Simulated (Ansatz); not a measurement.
**MgO at 40.2 GPa: from Born charge to LO–TO splitting and polaron coupling**

Level of theory: DFT PBE, scalar-relativistic, plane waves, PAW in Ansatz 0.2.0. Cutoff 420 eV, 12×12×12 k-points (Γ-centred), fixed occupations. No spin polarisation. Phonons by linear response, acoustic sum rule imposed.

The cell is fixed (symmetry leaves no force on the atoms) and stands under 40.2 GPa:
```
CELL_PARAMETERS angstrom
2.49260 0.00000 0.00000
0.00000 2.49260 0.00000
0.00000 0.00000 2.49260
ATOMIC_POSITIONS crystal
Mg 0.00000 0.00000 0.00000
O 0.50000 0.50000 0.50000
```

The cell is the ideal cubic caesium chloride prototype; this isn't the usual structure of the compound.

Linear response gives ν_TO = 327.3 cm⁻¹, Born charges ±2.064 e (positive on Mg) and ε∞ = 3.373. The primitive cell holds 15.487 Å³, and the masses are 24.305 and 15.999 amu.

Question: Find ν_LO and the static dielectric constant.

Answer: The long-wave field adds a restoring force: ω_LO² − ω_TO² = Z*²e²/(ε_vac ε∞ μV). In these units ν_LO² − ν_TO² = 4.92064×10⁷ Z*²/(μ V ε∞) cm⁻², with μ = m₁m₂/(m₁ + m₂) = 9.648 amu: 416119 cm⁻². So ν_LO = √(327.3² + 416119) = 723.4 cm⁻¹, and the run gives 723.4. Lyddane–Sachs–Teller then gives ε0 = ε∞ (ν_LO/ν_TO)² = 16.47, against 16.47 in the run (it forms both from the same three quantities, so the match checks the arithmetic only). Between ν_TO and ν_LO the dielectric function is negative and an undamped crystal reflects fully: a reststrahlen band from 13.8 to 30.6 μm.

Question: What do the Clausius–Mossotti polarisability and the Szigeti charge come to?

Answer: With the Lorentz local field, α = (3V/4π)(ε∞ − 1)/(ε∞ + 2) = 1.63 Å³ for the pair, and e_S = 3Z*/(ε∞ + 2) = 1.15 e. The Born charge includes the electrons' response to the dipole's own local field, and e_S takes that enhancement out. The Lorentz field assumes point-like polarisable ions, a fair picture at this small ε∞.

Question: How strongly does a slow electron couple to the LO mode?

Answer: For one isotropic parabolic band, Fröhlich's constant is α_F = (1/ε∞ − 1/ε0) √(m* Ry/ħω_LO), with Ry = 13.606 eV, ħω_LO = 89.7 meV and m* in free-electron masses: α_F = 0.2358 × 12.32 × √m* = 2.90 √m*. The band mass isn't part of this run; for m* = 0.1, 0.3 and 1 it gives 0.92, 1.59, 2.90. In weak coupling the polaron lies α_F ħω_LO below the band edge (143 meV at m* = 0.3) with a mass m*(1 + α_F/6); past α_F of about 5 or 6 that expansion fails. A semilocal functional's ε∞ tends to be too large, which taken alone lowers α_F.

Cost: 1 run of about 1.9 core-minutes, on AMD EPYC 7R43 (Zen 3) (shared hosts).